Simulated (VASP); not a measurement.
Wanted: the native input for a VASP 6.6.1 run.

| Quantity | Value |
| --- | --- |
| Task | relaxation of cell and atoms |
| Functional | PBE |
| Potentials or basis | VASP PAW PBE potentials, release 64 (Cd, S) |
| Cutoff | 600 eV |
| k mesh | 9 × 9 × 4 |
| Occupations | gaussian, width 0.03 eV |
| Spin | no spin polarisation |
| Further INCAR settings | ALGO = Normal; EDIFF = 1e-06; IBRION = 2; EDIFFG = -0.01; NSW = 90; ISIF = 3 |

The structure of CdS lies in POSCAR:

```
CdS
1.0
    4.1500000000      0.0000000000      0.0000000000
   -2.0750000000      3.5940054300      0.0000000000
    0.0000000000      0.0000000000      6.7370000000
Cd S
2 2
Direct
    0.3333333300      0.6666666700      0.0000000000
    0.6666666700      0.3333333300      0.5000000000
    0.3333333300      0.6666666700      0.3750000000
    0.6666666700      0.3333333300      0.8750000000
```

These files were run (other wordings do the same):

INCAR

```
PREC = Accurate
ENCUT = 600
EDIFF = 1E-6
ISMEAR = 0
SIGMA = 0.03
LREAL = False
LASPH = True
NELM = 80
ALGO = Normal
ISIF = 3
LWAVE = False
LCHARG = False
GGA = PE
IBRION = 2
NSW = 90
EDIFFG = -0.01
```

KPOINTS

```
regular mesh
0
Gamma
  9 9 4
```

Potentials or basis: VASP PAW PBE potentials, release 64 (Cd, S).

Run with:

```bash
$ cat potpaw_PBE.64/Cd/POTCAR potpaw_PBE.64/S/POTCAR > POTCAR
$ mpirun -np 1 vasp_std > vasp.out
```

It gave:

```yaml
Relaxed_volume: 26.14 Å³/atom
Relaxed_cell: a = 4.200 Å, b = 4.200 Å, c = 6.845 Å, α = 90.00°, β = 90.00°, γ = 120.00°
Space_group_after_relaxing_to_0.05_Å: P6_3mc (No. 186)
Energy_gained_by_relaxing: 7.7 meV/atom
Ionic_steps: 5
Pressure_after_relaxing: 0.0 GPa
Largest_force_after_relaxing: 0.008 eV/Å
Band_gap_on_the_k_mesh: 1.10 eV, direct
```

Run time: 2.4 min on 1 thread of AMD EPYC 9R45 96-Core Processor (Zen 5), with other jobs on the host, peak memory 0.28 GiB.
